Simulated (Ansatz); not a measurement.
Runs of Ansatz 0.2.0 on Tl. The structure is cubic, space group Im-3m (No. 229). The conventional cell has a = 3.912 Å, b = 3.912 Å, c = 3.912 Å, α = 90.00°, β = 90.00°, γ = 90.00°. Around Tl (site symmetry m-3m) lie 8 Tl at 3.39 Å. This isn't the form of Tl at room conditions, which is hcp.

```tsv
task	level	potentials or basis	spin	cell	k mesh	cutoff (eV)	smearing	magnetic field	basis error allowed	mesh quality	gap on the mesh (eV)	pressure (GPa)	moment (μB)
atomic charges	PBE+D3(BJ)	all-electron LAPW, scalar-relativistic	collinear, random start	volume scaled by 0.96	10 × 10 × 10	175	gaussian 0.1 eV	-	0.001 eV/atom	not flagged	none	(a)	0.00
single point	PBE	all-electron LAPW, scalar-relativistic	collinear, ferromagnetic start	cell strained at random at fixed volume	10 × 10 × 10	175	gaussian 0.05 eV	-	0.001 eV/atom	not flagged	none	1.4	0.00
single point	PBE	all-electron LAPW, scalar-relativistic	off	as given	6 × 6 × 6	157	fermi-dirac 0.02 eV	-	0.002 eV/atom	coarse	none	1.5	-
band structure	r2SCAN+rVV10	all-electron PAW datasets made for the crystal	off	cell strained at random at fixed volume	10 × 10 × 10	260	gaussian 0.01 eV	-	-	not flagged	-	-1.1	-
magnetic field	BLYP	all-electron LAPW, scalar-relativistic	collinear, ferromagnetic start	as given	10 × 10 × 10	170	fermi-dirac 0.01 eV	1000 T	0.001 eV/atom	not flagged	none	4.8	0.02
```

Task: Fill in the values left out.

Result: (a) 1.0.

Caveats: some runs use coarse meshes; the starting moments weren't kept (some runs); pairwise dispersion overbinds metals, which lowers pressure and volume (some runs); spin-orbit coupling is left out, which moves the levels of the heavy elements (some runs).

A k mesh can miss the band edges, and the runs leave out spin-orbit coupling on Tl.

A gap of «none» marks a metal or a gap under the smearing width.

The runs don't all hold the same shells in valence.
